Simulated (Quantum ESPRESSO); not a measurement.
The system is Ca.

```
CELL_PARAMETERS angstrom
0.00000 2.79420 2.79420
2.79420 0.00000 2.79420
2.79420 2.79420 0.00000
ATOMIC_POSITIONS crystal
Ca 0.00000 0.00000 0.00000
```

Base run:

- Program: Quantum ESPRESSO 7.5
- Functional: PBEsol
- Potentials or basis: PseudoDojo 0.4.1 SR PBEsol standard
- Cutoff: 925 eV
- Density cutoff: 3701 eV
- k mesh: 8 × 8 × 8
- Occupations: fermi-dirac, width 0.05 eV
- Spin: no spin polarisation

Its results: band gap on the k mesh none (metal or under the smearing width); pressure -1.2 GPa.

The run is repeated on the same cell with these changes: functional from PBEsol to PBE; potentials or basis from PseudoDojo 0.4.1 SR PBEsol standard to PseudoDojo 0.4.1 SR PBE standard. What comes out?

Band gap on the k mesh none (metal or under the smearing width); pressure -0.6 GPa.

Caveats: some levels on the path didn't converge (some runs).
